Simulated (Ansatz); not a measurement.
Yb in Ansatz: the effect of Hubbard term

Crystal: Yb.

```xyz
1
Lattice="0.0000 2.7431 2.7431 2.7431 0.0000 2.7431 2.7431 2.7431 0.0000" Properties=species:S:1:pos:R:3 pbc="T T T"
Yb    0.0000    0.0000    0.0000
```

Alike in all runs:

- Program: Ansatz 0.2.0
- Task: density of states
- Functional: PBEsol
- Potentials or basis: all-electron LAPW, scalar-relativistic
- Cutoff: 171 eV (chosen from the basis error)
- Basis error allowed: 0.001 eV/atom
- k mesh: 8 × 8 × 8
- Occupations: fermi-dirac, width 0.05 eV
- Spin: collinear spin, ferromagnetic start
- Starting moments: [1.0] μB

```csv
Hubbard term,pressure (GPa)
none,?
Yb f U = 2 eV,-2.5
Yb f U = 4 eV,-1.9
Yb f U = 6 eV,-1.5
Yb f U = 8 eV,-1.2
```

Q: What does the run with Hubbard term none give?

A: Pressure -3.3 GPa.

Worked out: A parabola through the other rows of the pressure, of slope 0.402 GPa per eV there, extrapolates to -3.2 GPa, against the run's -3.3.

Caveats: an open f shell can end in a state above the lowest; spin-orbit coupling is left out, which moves the levels of the heavy elements; the magnetic state may not be the lowest (some runs); U is the effective U less J, on atomic orbitals that reach past the spheres (some runs); the starting moments weren't kept (some runs).
